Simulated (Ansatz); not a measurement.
# Hf3N2: the cost of one run

Program: Ansatz 0.2.0. Level of theory: DFT PBE, scalar-relativistic, plane waves, PAW. These are calculated values, not measurements.

## (1) Starting point

The structure is cubic, space group Pm-3m (No. 221). The conventional cell has a = 4.408 Å, b = 4.408 Å, c = 4.408 Å, α = 90.00°, β = 90.00°, γ = 90.00°. Hf (site symmetry 4/mmm) has 6 N at 2.20 to 3.12 Å and 8 Hf at 3.12 Å as nearest neighbours. N (site symmetry m-3m) is surrounded by 6 Hf at 2.20 Å. Around N (site symmetry m-3m) lie 12 Hf at 3.12 Å.

Structure file:

```cif
data_structure
_symmetry_space_group_name_H-M 'Pm-3m'
_symmetry_Int_Tables_number 221
_cell_length_a 4.4083
_cell_length_b 4.4083
_cell_length_c 4.4083
_cell_angle_alpha 90.000
_cell_angle_beta 90.000
_cell_angle_gamma 90.000
_cell_volume 85.67
loop_
_atom_site_label
_atom_site_type_symbol
_atom_site_symmetry_multiplicity
_atom_site_Wyckoff_symbol
_atom_site_fract_x
_atom_site_fract_y
_atom_site_fract_z
_atom_site_occupancy
Hf1 Hf 3 c 0.00000 0.50000 0.50000 1
N1 N 1 b 0.50000 0.50000 0.50000 1
N2 N 1 a 0.00000 0.00000 0.00000 1
```

The cell is invented: random cell by space group and Wyckoff sites (Pm-3m, No. 221). Lengths come from tabulated atomic sizes and are only a guess.

## (2) The guess as it stands, on a coarse mesh

Input file input.yaml:

```yaml
crystal:
  lattice:
    - [4.40832998, 0.0, 0.0]
    - [0.0, 4.40832998, 0.0]
    - [0.0, 0.0, 4.40832998]
  atoms:
    - { symbol: Hf, position: [0.0, 0.5, 0.5] }
    - { symbol: Hf, position: [0.5, 0.0, 0.5] }
    - { symbol: Hf, position: [0.5, 0.5, 0.0] }
    - { symbol: "N", position: [0.5, 0.5, 0.5] }
    - { symbol: "N", position: [0.0, 0.0, 0.0] }
basis:
  ecutwfc: 420
kpoints:
  mp_grid: { grid: [4, 4, 4] }
hamiltonian:
  xc: pbe
scf:
  occupations: { method: gaussian, width: 0.1 }
  lower_state_search: "off"
output:
  forces: true
  stress: true
  eigenvalues: true
```

Started as:

```
$ ansatz run input.yaml --threads 1 --pin off --max-ram 2560MiB --backend cpu --events-out ev --progress --plain --runs-dir out
```

What time and memory should one allow on 1 thread of Arm Neoverse V1, shared host?

About 3 s, with a peak of 0.34 GiB.
